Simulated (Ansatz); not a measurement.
The system is BaH2.

```
Ba H
1.0
     4.46203    0.00000    0.00000
    -2.23101    3.86423    0.00000
     0.00000    0.00000    6.05529
Ba H
2 4
Direct
  0.33333 0.66667 0.25000
  0.66667 0.33333 0.75000
  0.00000 0.00000 0.00000
  0.00000 0.00000 0.50000
  0.66667 0.33333 0.25000
  0.33333 0.66667 0.75000
```

The cell comes from a database or a generator and needn't be the stable form of this composition.

Base run:

| Property | Result |
| --- | --- |
| Program | Ansatz 0.2.0 |
| Functional | LDA |
| Potentials or basis | Ansatz PAW |
| Cutoff | 420 eV |
| Density cutoff | 1680 eV |
| k mesh | 7 × 7 × 5 |
| Occupations | fermi-dirac, width 0.05 eV |
| Spin | no spin polarisation |

Its results: band gap on the k mesh 1.68 eV, indirect (least direct gap 2.56 eV); pressure -3.5 GPa.

Task: The run is repeated on the same cell with these changes: functional from LDA to r2SCAN; cutoff from 420 eV to 500 eV; density cutoff from 1680 eV to 2000 eV. What comes out?

Result: Band gap on the k mesh 2.46 eV, indirect (least direct gap 3.31 eV); pressure -0.6 GPa.

r2SCAN gives the wider gap, since meta-GGAs in the generalised Kohn-Sham scheme recover part of the derivative discontinuity.

Caveats: the k mesh misses the band edges, so the gap on the mesh is wider than the one along the path; spin-orbit coupling is left out, which moves the levels of the heavy elements; the PAW data sets come from PBE, with cores solved anew for the run's functional, which leaves a small shift of forces and pressure.

Not every run made on this cell is shown here.
